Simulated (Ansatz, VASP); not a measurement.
# AlNi: VASP beside Ansatz

```
CELL_PARAMETERS angstrom
2.86235 0.00000 0.00000
0.00000 2.86235 0.00000
0.00000 0.00000 2.86235
ATOMIC_POSITIONS crystal
Al 0.50000 0.50000 0.50000
Ni 0.00000 0.00000 0.00000
```

Alike in both runs: functional PBEsol; k mesh 14 × 14 × 14; occupations gaussian, width 0.1 eV; no spin polarisation.

Ansatz relaxed the structure, and its values are those at the end. VASP's run is a single point on that final structure, the one shown.

```csv
,VASP,Ansatz
version,VASP 6.6.1,Ansatz 0.2.0
potentials or method,"VASP PAW PBE potentials, release 64 (Al, Ni)","scalar-relativistic, plane waves, PAW"
plane-wave cutoff (eV),520,420
valence electrons in the cell,13,21
```

VASP gave:

```
gap on the k mesh at the Fermi level (eV) : none
pressure (GPa)                            : 0.1
```

Q: What did Ansatz give for the same quantities?

A: gap on the k mesh at the Fermi level (eV): none; pressure (GPa): 0.0.

A gap of «none» marks a metal or a gap that the smearing closes. With one functional, cell and mesh, what is left measures potentials, basis and numerics. The two sets of potentials don't hold the same shells in valence.

Caveats: the PAW data sets were made with another functional, which shifts forces and pressure a little (VASP). Spin polarisation is off, so any magnetic state and its effect on volume and gap are missing.
